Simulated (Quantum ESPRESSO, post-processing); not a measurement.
# 2H-WS2, 2 layers, AA' stacking, stepped through the share of short-range exact exchange, part 3 of 3

What law, if any, do the results for 2H-WS2, 2 layers, AA' stacking follow against the share of short-range exact exchange?

Quantum ESPRESSO 7.5; plane-wave DFT, PBE, SG15 norm-conserving pseudopotentials.

So far. Step 2 (Relaxing cell and ions of the reference):  The last row is no step: it is a fresh SCF in the final cell with a new plane-wave basis, +2 meV from the row before.

## 7. SCF with pw.x, 0.3

Level of this step: plane-wave DFT, screened hybrid with 0.3 exact exchange, SG15 norm-conserving pseudopotentials (Quantum ESPRESSO 7.5). input_dft overrides the functional of the files.

m3.scf.in reads:

```
&control
  prefix = 'm3.scf'
  outdir = './out'
  pseudo_dir = './pseudo'
  calculation = 'scf'
  tprnfor = .true.
/
&system
  ibrav = 0
  nat = 6
  ntyp = 2
  ecutwfc = 60
  ecutrho = 240
  occupations = 'fixed'
  nbnd = 43
  input_dft = 'hse'
  exx_fraction = 0.3
  nqx1 = 3
  nqx2 = 3
  nqx3 = 1
  ecutfock = 60
/
&electrons
  conv_thr = 1e-08
  mixing_beta = 0.6
  electron_maxstep = 120
/
ATOMIC_SPECIES
  S   32.0600  S_ONCV_PBE-1.2.upf
  W   183.8400  W_ONCV_PBE-1.2.upf
CELL_PARAMETERS angstrom
  3.15874254800000 0.00000000000000 0.00000000000000
  -1.57937127400000 2.73555129100000 0.00000000000000
  0.00000000000000 0.00000000000000 25.15124046500000
ATOMIC_POSITIONS crystal
  S   0.333333333300 0.666666666700 0.315602651800
  W   0.000000000000 0.000000000000 0.378318583800
  S   0.333333333300 0.666666666700 0.440973302000
  S   0.000000000000 0.000000000000 0.559026698000
  W   0.333333333300 0.666666666700 0.621681416200
  S   0.000000000000 0.000000000000 0.684397348200
K_POINTS automatic
  9 9 1 0 0 0
```

The run is started by

```
$ OMP_NUM_THREADS=1 mpirun -n 8 pw.x -nk 4 -in m3.scf.in > m3.scf.out
```

Output:

```text
[banner, memory and clock lines left out]
Program PWSCF v.7.5 starts
[...]
Message from routine setup:
[...]
number of electrons       =        80.00
     number of Kohn-Sham states=           43
     kinetic-energy cutoff     =      60.0000  Ry
     charge density cutoff     =     240.0000  Ry
[...]
number of k points=    12
[...]
Dense  grid:    92017 G-vectors     FFT dimensions: (  30,  30, 240)
[...]
negative rho (up, down):  1.193E-04 0.000E+00
     Starting wfcs are random
[...]
negative rho (up, down):  2.251E-06 0.000E+00
[...]
estimated scf accuracy    <       0.36232080 Ry
[...]
negative rho (up, down):  7.391E-07 0.000E+00
[...]
estimated scf accuracy    <       1.08947720 Ry
[...]
negative rho (up, down):  6.567E-08 0.000E+00
[...]
estimated scf accuracy    <       0.05067455 Ry
[...]
negative rho (up, down):  3.135E-08 0.000E+00
[...]
estimated scf accuracy    <       0.04921145 Ry
[...]
estimated scf accuracy    <       0.00379347 Ry
[...]
estimated scf accuracy    <       0.00090796 Ry
[...]
estimated scf accuracy    <       0.00002720 Ry
[...]
estimated scf accuracy    <       0.00003111 Ry
[...]
estimated scf accuracy    <       0.00000020 Ry
[...]
estimated scf accuracy    <       0.00000086 Ry
[...]
estimated scf accuracy    <       0.00000001 Ry
[...]
highest occupied, lowest unoccupied level (ev):     4.8225    6.2993
!    total energy              =   -1170.09211623 Ry
     estimated scf accuracy    <          8.7E-09 Ry
     convergence has been achieved in  12 iterations
[...]
estimated scf accuracy    <       0.00000058 Ry
[...]
highest occupied, lowest unoccupied level (ev):     4.1514    6.2836
!    total energy              =   -1167.17094089 Ry
     estimated scf accuracy    <          8.3E-09 Ry
     convergence has been achieved in   3 iterations
[...]
estimated scf accuracy    <       0.00000016 Ry
[...]
estimated scf accuracy    <       0.00000153 Ry
[...]
estimated scf accuracy    <       0.00000002 Ry
[...]
highest occupied, lowest unoccupied level (ev):     4.1517    6.2839
!    total energy              =   -1167.17094108 Ry
     estimated scf accuracy    <          9.4E-11 Ry
     convergence has been achieved in   4 iterations
[...]
highest occupied, lowest unoccupied level (ev):     4.1515    6.2838
!    total energy              =   -1167.17094114 Ry
     estimated scf accuracy    <          2.5E-09 Ry
     convergence has been achieved in   1 iterations
[...]
estimated scf accuracy    <       0.00000007 Ry
[...]
estimated scf accuracy    <       0.00000087 Ry
[...]
highest occupied, lowest unoccupied level (ev):     4.1516    6.2839
!    total energy              =   -1167.17094116 Ry
     estimated scf accuracy    <          4.1E-10 Ry
     convergence has been achieved in   3 iterations
[...]
!!   total energy              =   -1167.17094116 Ry
[...]
Total force =     0.078044     Total SCF correction =     0.000222
[...]
```

Run time: 6.8 min. Hardware: 8 MPI ranks of Arm Neoverse V2, shared host; peak memory 8.7 GiB.

This step gave:

- free energy: -15880.1696 eV
- valence top, on the run's zero: 4.152 eV
- conduction bottom, on the run's zero: 6.284 eV
- gap by band count: 2.132 eV

## 8. Self-consistent run, 0.4

Level of this step: plane-wave DFT, screened hybrid with 0.4 exact exchange, SG15 norm-conserving pseudopotentials (Quantum ESPRESSO 7.5). input_dft overrides the functional of the files.

m4.scf.in, as its differences from the input of step 7:

```diff
@@ -1,3 +1,3 @@
 &control
-  prefix = 'm3.scf'
+  prefix = 'm4.scf'
   outdir = './out'
@@ -16,3 +16,3 @@
   input_dft = 'hse'
-  exx_fraction = 0.3
+  exx_fraction = 0.4
   nqx1 = 3
```

The run is started by

```
$ OMP_NUM_THREADS=1 mpirun -n 8 pw.x -nk 4 -in m4.scf.in > m4.scf.out
```

Output:

```text
[banner, memory and clock lines left out]
Program PWSCF v.7.5 starts
[...]
Message from routine setup:
[...]
number of electrons       =        80.00
     number of Kohn-Sham states=           43
     kinetic-energy cutoff     =      60.0000  Ry
     charge density cutoff     =     240.0000  Ry
[...]
number of k points=    12
[...]
Dense  grid:    92017 G-vectors     FFT dimensions: (  30,  30, 240)
[...]
negative rho (up, down):  1.193E-04 0.000E+00
     Starting wfcs are random
[...]
negative rho (up, down):  2.251E-06 0.000E+00
[...]
estimated scf accuracy    <       0.36232080 Ry
[...]
negative rho (up, down):  7.391E-07 0.000E+00
[...]
estimated scf accuracy    <       1.08947720 Ry
[...]
negative rho (up, down):  6.567E-08 0.000E+00
[...]
estimated scf accuracy    <       0.05067455 Ry
[...]
negative rho (up, down):  3.135E-08 0.000E+00
[...]
estimated scf accuracy    <       0.04921145 Ry
[...]
estimated scf accuracy    <       0.00379347 Ry
[...]
estimated scf accuracy    <       0.00090796 Ry
[...]
estimated scf accuracy    <       0.00002720 Ry
[...]
estimated scf accuracy    <       0.00003111 Ry
[...]
estimated scf accuracy    <       0.00000020 Ry
[...]
estimated scf accuracy    <       0.00000086 Ry
[...]
estimated scf accuracy    <       0.00000001 Ry
[...]
highest occupied, lowest unoccupied level (ev):     4.8225    6.2993
!    total energy              =   -1170.09211623 Ry
     estimated scf accuracy    <          8.7E-09 Ry
     convergence has been achieved in  12 iterations
[...]
estimated scf accuracy    <       0.00000002 Ry
[...]
estimated scf accuracy    <       0.00000006 Ry
[...]
highest occupied, lowest unoccupied level (ev):     3.9110    6.2610
!    total energy              =   -1166.21047367 Ry
     estimated scf accuracy    <          7.6E-09 Ry
     convergence has been achieved in   3 iterations
[...]
estimated scf accuracy    <       0.00000022 Ry
[...]
estimated scf accuracy    <       0.00000226 Ry
[...]
highest occupied, lowest unoccupied level (ev):     3.9112    6.2611
!    total energy              =   -1166.21047376 Ry
     estimated scf accuracy    <          2.6E-09 Ry
     convergence has been achieved in   3 iterations
[...]
estimated scf accuracy    <       0.00000003 Ry
[...]
estimated scf accuracy    <       0.00000018 Ry
[...]
estimated scf accuracy    <       0.00000001 Ry
[...]
highest occupied, lowest unoccupied level (ev):     3.9112    6.2612
!    total energy              =   -1166.21047379 Ry
     estimated scf accuracy    <          6.2E-11 Ry
     convergence has been achieved in   4 iterations
[...]
!!   total energy              =   -1166.21047380 Ry
[...]
Total force =     0.106993     Total SCF correction =     0.000111
[...]
```

The job ended after 8 min (8 MPI ranks; peak memory 8.7 GiB).

Numbers from this step:

| Item | Value |
| --- | --- |
| free energy | -15867.1018 eV |
| valence top, on the run's zero | 3.911 eV |
| conduction bottom, on the run's zero | 6.261 eV |
| gap by band count | 2.350 eV |

## 9. The series side by side

The series in one table:

| the share of short-range exact exchange (0.25 is HSE06, 0 is PBE) | gap on the mesh (eV) | vacuum level over the valence top (eV) |
| --- | --- | --- |
| 0 | 1.477 | 5.285 |
| 0.125 | 1.741 | 5.522 |
| 0.25 | 2.018 | 5.771 |
| 0.3 | 2.132 | 5.873 |
| 0.4 | 2.35 | 6.084 |

## 10. By hand

A line through all members has gap = 1.473 + 2.190 α eV and misses single members by up to 0.006 eV; a gap of 1.98 eV, 0.5 above the first member's, would need α = (1.98 − 1.473)/2.190 = 0.23.

## 11. Outcome

```json
{"gap at a share of 0.25 (HSE06)": "2.02 eV", "gap on the mesh, at 0 and at 0.4": "1.48, 2.35 eV", "vacuum level over the valence top, at 0 and at 0.4": "5.28, 6.08 eV"}
```

What this shows: The series holds 5 members; gap at a share of 0.25 (HSE06): 2.02 eV. From 0 to 0.4 the gap on the mesh rises from 1.48 to 2.35 eV. From 0 to 0.4 the vacuum level over the valence top rises from 5.28 to 6.08 eV. The valence top sinks by 2.00 eV and the gap opens by 2.19 eV per unit share, so the valence top carries 91 % of the opening. Gaps are those of the mesh; no spin-orbit coupling; the q mesh was not tested; the geometry stays that of PBE-D3(BJ).

[Logs are printed without paths, hosts, clocks, repeated set-up lines and the standing remarks that a program may print on its own settings, such as how far it seeks lower states.]

[Hosts, paths, dates, database ids (printed as entryN), source tags and the programs' standing remarks are cut or masked in the printed files.]

[Maps of the electrostatic potential energy from Ansatz leave out the sawtooth potential of an applied field or a dipole correction, so their vacuum need not be flat; planar profiles and work functions include it.]
